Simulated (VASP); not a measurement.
# NbC2 in VASP: further runs, part 2 of 2

VASP 6.6.1. Earlier steps stand in the parts before.

**4. Relaxation of cell and atoms, PBE**

This run uses another cell than the first one, of 16.61 Å³/atom, 0.973 times its volume.

The input, INCAR:

```
SYSTEM = NbC2
ALGO = Fast
EDIFF = 1E-4
EDIFFG = -0.08
ENCUT = 520
GGA = PE
IBRION = 2
ISIF = 3
ISMEAR = 0
LASPH = .True.
LCHARG = .False.
LREAL = .False.
LWAVE = .False.
NELM = 60
NSW = 24
PREC = Normal
SIGMA = 0.15
```

The input, KPOINTS:

```
k-points
0
Gamma
  6 6 6
  0 0 0
```

The input, POSCAR:

```
NbC2
1.0
    2.5148750200      1.4519637700      2.2741417500
   -2.5148750200      1.4519637700      2.2741417500
    0.0000000000     -2.9039275400      2.2741417500
Nb C
1 2
Direct
    0.0000000000      0.0000000000      0.0000000000
    0.6730675000      0.6730675000      0.6730675000
    0.3269325000      0.3269325000      0.3269325000
```

Potentials or basis: VASP PAW PBE potentials, release 64 (Nb_sv, C).

On the command line:

```
> cat potpaw_PBE.64/Nb_sv/POTCAR potpaw_PBE.64/C/POTCAR > POTCAR
> mpirun -np 1 vasp_std > vasp.out
```

OUTCAR:

```text
SYSTEM = NbC2
   EDIFF = 1E-4
   EDIFFG = -0.08
   ENCUT = 520
   GGA = PE
   IBRION = 2
   ISIF = 3
   ISMEAR = 0
   LASPH = .True.
   LREAL = .False.
   NELM = 60
   NSW = 24
   PREC = Normal

 ion  position               nearest neighbor table
   1  0.000  0.000  0.000-   2 2.23   3 2.23
   2  0.673  0.673  0.673-   1 2.23
   3  0.327  0.327  0.327-   1 2.23

  LATTYP: Found a trigonal (rhomboedric) cell.
 ALAT       =     3.6884299986
 COS(alpha) =     0.0702210305

  Lattice vectors:

 A1 = (   2.5148750200,   1.4519637700,   2.2741417500)
 A2 = (  -2.5148750200,   1.4519637700,   2.2741417500)
 A3 = (   0.0000000000,  -2.9039275400,   2.2741417500)

Analysis of symmetry for initial positions (statically):
=====================================================================
 Subroutine PRICEL returns:
 Original cell was already a primitive cell.

 Routine SETGRP: Setting up the symmetry group for a
 trigonal (rhombohedral) supercell.

 Subroutine GETGRP returns: Found 12 space group operations
 (whereof 12 operations were pure point group operations)
 out of a pool of 12 trial point group operations.

The static configuration has the point symmetry D_3d.

Analysis of symmetry for dynamics (positions and initial velocities):
=====================================================================
 Subroutine PRICEL returns:
 Original cell was already a primitive cell.

 Routine SETGRP: Setting up the symmetry group for a
 trigonal (rhombohedral) supercell.

 Subroutine GETGRP returns: Found 12 space group operations
 (whereof 12 operations were pure point group operations)
 out of a pool of 12 trial point group operations.

The dynamic configuration has the point symmetry D_3d.

 Subroutine INISYM returns: Found 12 space group operations
 (whereof 12 operations are pure point group operations),
 and found     1 'primitive' translations

----------------------------------------------------------------------------------------

                                     Primitive cell

  volume of cell :      49.8243

  direct lattice vectors                    reciprocal lattice vectors
     2.514875020  1.451963770  2.274141750     0.198817037  0.114787070  0.146575443
    -2.514875020  1.451963770  2.274141750    -0.198817037  0.114787070  0.146575443
     0.000000000 -2.903927540  2.274141750     0.000000000 -0.229574140  0.146575443

  length of vectors
     3.688429999  3.688429999  3.688429999     0.272375928  0.272375928  0.272375928

  position of ions in fractional coordinates (direct lattice)
     0.000000000  0.000000000  0.000000000
     0.673067500  0.673067500  0.673067500
     0.326932500  0.326932500  0.326932500

  ion indices of the primitive-cell ions
   primitive index   ion index
                 1           1
                 2           2
                 3           3

----------------------------------------------------------------------------------------

 KPOINTS: k-points

Automatic generation of k-mesh.
 Grid dimensions read from file:
 generate k-points for:    6    6    6

 Generating k-lattice:

  Cartesian coordinates                     Fractional coordinates (reciprocal lattice)
     0.033136173  0.019131178  0.024429240     0.166666667  0.000000000 -0.000000000
    -0.033136173  0.019131178  0.024429240     0.000000000  0.166666667 -0.000000000
     0.000000000 -0.038262357  0.024429240    -0.000000000 -0.000000000  0.166666667

  Length of vectors
[... 66 lines left out ...]
   NELECT =      21.0000    total number of electrons
   NUPDOWN=      -1.0000    fix difference up-down
   EMIN   =  10.00;   EMAX   =-10.00  energy-range for DOS
   EFERMI =   0.00;   METHOD = LEGACY
   ISMEAR =     0;   SIGMA  =   0.15  broadening in eV -4-tet -1-fermi 0-gaus
   EFERMI_NEDOS =   21; number of points for ismear=-14 and -15
   IALGO  =     68    algorithm
   IMIX   =      4    mixing-type and parameters
     AMIX     =   0.40;   BMIX     =  1.00
     AMIX_MAG =   1.60;   BMIX_MAG =  1.00
  volume/ion in A,a.u.               =      16.61       112.08
  Fermi-wavevector in a.u.,A,eV,Ry     =   1.227442  2.319529 20.498722  1.506614
  Thomas-Fermi vector in A             =   2.362405
   LORBIT       =      0    0 simple, 1 ext, 2 COOP (PROOUT), +10 PAW based schemes
   GGA     = PE    functional components
   LHFCALC =     F    Hartree Fock is set to
   AEXX    =    0.0000 exact exchange contribution
   IVDW    =     0    specifies the selected vdW correction
   LEPSILON=     F    determine dielectric tensor
   LRPA    =     F    only Hartree local field effects (RPA)
 conjugate gradient relaxation of ions
 non-spin polarized calculation
 RMM-DIIS sequential band-by-band and
 Gauss-broadening in eV      SIGMA  =   0.15
  energy-cutoff  :      520.00
  volume of cell :       49.82
 maximum number of plane-waves:      1362
   NGX = 13   NGY = 13   NGZ = 13

--------------------------------------- Ionic step        1  -------------------------------------------

 number of electron      21.0000001 magnetization

 Free energy of the ion-electron system (eV)
  ---------------------------------------------------
  ext. energy  EPLUGINS =         0.00000000
  ---------------------------------------------------
  free energy    TOTEN  =       -20.71656439 eV

  energy without entropy =      -20.68203853  energy(sigma->0) =      -20.69930146

------------------------ aborting loop because EDIFF is reached ----------------------------------------

  FORCE on cell =-STRESS in cart. coord.  units (eV):
  Direction    XX          YY          ZZ          XY          YZ          ZX
  --------------------------------------------------------------------------------------
  -------------------------------------------------------------------------------------
  Total       -9.7335402     -9.7335402    -15.4839161      0.0000000      0.0000000      0.0000000
  in kB     -312.9971902   -312.9971903   -497.9095119      0.0000000      0.0000000      0.0000000
  external PRESSURE =    -374.6346308 kB  Pullay stress =       0.0000000 kB
[... 92 lines left out ...]
  FREE ENERGIE OF THE ION-ELECTRON SYSTEM (eV)
  ---------------------------------------------------
  free  energy   TOTEN  =       -23.3235495972 eV

  energy  without entropy=      -23.2989875576  energy(sigma->0) =      -23.31126858

 E-fermi :   8.1788     XC(G=0): -11.9643

 val. band max:        8.1741128259   @ k =   0.3333   0.1667   0.0000
 cond. band min:       8.2438065577   @ k =  -0.3333   0.5000   0.1667
 fundamental gap:      0.0696937318
 Fermi energy:         8.1788076733

 k-point     1 :       0.0000    0.0000    0.0000
  band No.  band energies     occupation
      1     -46.9761      2.00000
      2     -23.2246      2.00000
      3     -22.8697      2.00000
      4     -22.8697      2.00000
      5      -4.9802      2.00000
      6       2.7497      2.00000
      7       3.7803      2.00000
      8       3.7803      2.00000
      9       4.0204      2.00000
     10       8.9735      0.00000
     11       8.9735      0.00000
     12      10.2348      0.00000
     13      10.2348      0.00000
     14      10.8713      0.00000
[... 379 lines left out ...]
      3     -23.0726      2.00000
      4     -22.9362      2.00000
      5      -2.4105      2.00000
      6      -0.9988      2.00000
      7       3.2877      2.00000
      8       4.7416      2.00000
      9       5.7184      2.00000
     10       7.3469      2.00000
     11       8.2438      0.54000
     12       9.8417      0.00000
     13      11.0930      0.00000
     14      11.4263      0.00000

 [... further k-points ...]

[... ionic steps 4 to 13 ...]

--------------------------------------- Ionic step       14  -------------------------------------------

 number of electron      21.0000002 magnetization

------------------------ aborting loop because EDIFF is reached ----------------------------------------
[... 69 lines left out ...]
--------------------------------------- Ionic step       16  -------------------------------------------

 number of electron      21.0000000 magnetization

 Free energy of the ion-electron system (eV)
  ---------------------------------------------------
  ext. energy  EPLUGINS =         0.00000000
  ---------------------------------------------------
  free energy    TOTEN  =       -26.75307311 eV

  energy without entropy =      -26.72713322  energy(sigma->0) =      -26.74010316

 E-fermi :  10.9251     XC(G=0): -12.7563

 val. band max:       10.8999108199   @ k =   0.5000   0.3333   0.0000
 cond. band min:      10.9397943895   @ k =   0.5000  -0.0000   0.0000
 fundamental gap:      0.0398835696
 Fermi energy:        10.9251464012

 k-point     1 :       0.0000    0.0000    0.0000
  band No.  band energies     occupation
      1     -44.5722      2.00000
      2     -20.4504      2.00000
      3     -20.4504      2.00000
      4     -20.4483      2.00000
      5      -5.7950      2.00000
      6       4.9605      2.00000
      7       6.1411      2.00000
      8       6.5181      2.00000
      9       6.5181      2.00000
     10       8.4452      2.00000
     11       8.4452      2.00000
     12      12.3061      0.00000
     13      12.3062      0.00000
     14      12.8713      0.00000
[... 421 lines left out ...]
  FREE ENERGIE OF THE ION-ELECTRON SYSTEM (eV)
  ---------------------------------------------------
  free  energy   TOTEN  =       -26.7530731070 eV

  energy  without entropy=      -26.7271332197  energy(sigma->0) =      -26.74010316

 reached required accuracy - stopping structural energy minimisation
```

Run time: 3.8 min. Hardware: 1 thread of Intel Xeon Platinum 8259CL at 2.50GHz (Skylake/Cascade Lake), shared host; peak memory 0.16 GiB.

What came out:

```yaml
Free_energy: -26.7531 eV
Relaxed_volume: 10.09 Å³/atom
Relaxed_cell: a = 3.121 Å, b = 3.121 Å, c = 3.121 Å, α = 86.91°, β = 86.91°, γ = 86.91°
Space_group_after_relaxing_to_0.05_Å: R-3m (No. 166)
Energy_gained_by_relaxing: 2012.2 meV/atom
Ionic_steps: 16
Pressure_after_relaxing: 0.2 GPa
Largest_force_after_relaxing: 0.057 eV/Å
Band_gap_on_the_k_mesh: none (metal or under the smearing width)
```

Forces on the atoms (eV/Å):
```
Nb   0.000  0.000  0.000
C    0.000  0.000 -0.057
C    0.000  0.000  0.057
```

Stress tensor (GPa, compression positive):
```
 0.64  0.00  0.00
 0.00  0.64  0.00
 0.00  0.00 -0.76
```

Step by step:
| step | energy change (eV) | largest force (eV/Å) | pressure (GPa) | volume (Å³) |
| --- | --- | --- | --- | --- |
| 1 | 0.0000 | 0.1180 | -37.46 | 49.82 |
| 2 | 0.1688 | 14.9409 | 91.55 | 26.62 |
| 3 | -2.6070 | 5.7603 | -11.03 | 36.13 |
| 4 | -2.6282 | 6.3293 | -6.71 | 35.30 |
| 5 | -4.6553 | 5.3122 | 61.32 | 24.81 |
| 6 | -4.7253 | 5.9252 | 46.68 | 25.81 |
| 7 | 1.6468 | 57.9268 | 121.85 | 27.47 |
| 8 | -5.2675 | 4.0988 | 39.78 | 26.00 |
| 9 | -5.4490 | 2.9327 | 37.92 | 26.11 |
| 10 | -5.6047 | 1.8344 | 37.80 | 26.43 |
| 11 | -5.6200 | 0.3083 | 36.82 | 26.35 |
| 12 | -5.8732 | 2.1665 | -13.06 | 30.98 |
| 13 | -5.9440 | 1.5526 | -0.12 | 29.35 |
| 14 | -5.9916 | 2.1412 | 2.93 | 30.54 |
| 15 | -6.0302 | 0.4131 | 0.64 | 30.08 |
| 16 | -6.0365 | 0.0568 | 0.18 | 30.26 |

Final structure:
```
Nb C
1.0
     2.14620    1.23911    1.89643
    -2.14620    1.23911    1.89643
     0.00000   -2.47822    1.89643
Nb C
1 2
Direct
  0.00000 0.00000 0.00000
  0.61845 0.61845 0.61845
  0.38155 0.38155 0.38155
```

Caveat: the volume moved by over 15 % at a fixed basis, so the end points are rough; the relaxation stopped at a loose force limit of 0.08 eV/Å, so its end isn't a converged minimum.

**5. Overview**

```csv
k mesh,mesh quality,gap on the mesh (eV),pressure (GPa),relaxed volume (Å³/atom),largest force (eV/Å)
7 × 7 × 4,not flagged,none,0.3,9.35,0.04
5 × 5 × 3,coarse,none,-0.5,-,0.03
6 × 6 × 6,not flagged,none,0.2,10.09,0.06
```

Alike in all rows: task relaxation of cell and atoms; level PBE; potentials or basis VASP PAW PBE potentials, release 64 (Nb_sv, C); no spin polarisation; cell relaxed; cutoff (eV) 520; smearing gaussian 0.15 eV.

Caveats: some runs use coarse meshes; the volume moved by over 15 % at a fixed basis, so the end points are rough; the relaxation stopped at a loose force limit of 0.08 eV/Å, so its end isn't a converged minimum.

Absolute energies hang on the potentials; compare differences alone.
